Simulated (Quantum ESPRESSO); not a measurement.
Runs of Quantum ESPRESSO 7.5 on BaTiO3. Symmetry: R3m, No. 160, trigonal system. The conventional cell has a = 5.655 Å, b = 5.655 Å, c = 6.955 Å, α = 90.00°, β = 90.00°, γ = 120.00°. Ba (site symmetry 3m) has 12 O at 2.79 to 2.89 Å as nearest neighbours. Ti (site symmetry 3m) is surrounded by 6 O at 1.87 to 2.14 Å. O (site symmetry m) is surrounded by 2 Ti at 1.87 to 2.14 Å. 

```csv
task,level,potentials or basis,form of the LDA correlation,gap on the mesh (eV),pressure (GPa),V0 of scaled cells (Å³/atom),B0 (GPa),largest force (eV/Å)
band structure,PBEsol,GBRV 1.5 PBEsol,-,2.44,-0.2,-,-,0.13
band structure,LDA,GBRV 1.5 LDA,PZ81,2.40,-4.8,-,-,0.15
equation of state,LDA,GBRV 1.5 LDA,PZ81,-,-,12.51,(b),-
equation of state,PBEsol,GBRV 1.5 PBEsol,-,-,-,(a),(c),-
```

Alike in all rows: no spin polarisation; cell as given; k mesh 7 × 7 × 7; cutoff (eV) 612; smearing fermi-dirac 0.05 eV.

Problem. Estimate the missing entries.

Solution. (a) 12.83; (b) 188; (c) 173.

Caveats: spin-orbit coupling is left out, which moves the levels of the heavy elements (some runs); the cell was scaled at fixed shape and fractional positions, which overstates the stiffness of a crystal with free parameters, most of all of layers and chains (some runs).

A k mesh can miss the band edges, and the runs leave out spin-orbit coupling on Ba.

Not every run made on this cell is shown here.
